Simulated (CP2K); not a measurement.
Runs of CP2K 2026.2 on MgS (Niningerite). Symmetry: Fm-3m, No. 225, cubic system. Conventional cell: a = 5.203 Å, b = 5.203 Å, c = 5.203 Å, α = 90.00°, β = 90.00°, γ = 90.00°. Around S (site symmetry m-3m) lie 6 Mg at 2.60 Å. Mg (site symmetry m-3m) is surrounded by 6 S at 2.60 Å. 

```csv
task,level,smearing,NGRIDS,points a segment of the path (NPOINTS),bands added on the path,D3 from the s-dftd3 library (D3_REFERENCE_CODE),cutoff radius of the dispersion sum (A),gap on the mesh (eV),pressure (GPa)
single point,PBEsol,gaussian 0.02 eV,4,-,-,-,-,2.73,1.1
single point,RPBE,gaussian 0.1 eV,5,-,-,-,-,3.03,(a)
band structure,revPBE,fermi-dirac 0.05 eV,5,10,2,-,-,3.00,(b)
band structure,RPBE+D3(BJ),gaussian 0.1 eV,5,6,4,yes,20,3.03,-12.0
band structure,PBEsol+D3(BJ),gaussian 0.1 eV,5,8,2,-,20,2.73,-1.7
```

Alike in all rows: potentials or basis POTENTIAL_UZH S GTH-PBE-q6, Mg GTH-PBE-q10; TZVP-MOLOPT-PBE-GTH basis; no spin polarisation; cell as given; k mesh 9 × 9 × 9.

Question: Estimate the missing entries.

Answer: (a) 4.6; (b) 4.2.

Caveats: the potentials were made for another functional, which shifts forces and pressure; the basis of atomic orbitals isn't converged, which shifts pressures, moduli and gaps; the mesh misses the band edges, which the band path finds closer together (some runs); an odd mesh through Γ misses points on the zone boundary, where band edges often lie (some runs).

Runs at the PBE level aren't shown here.
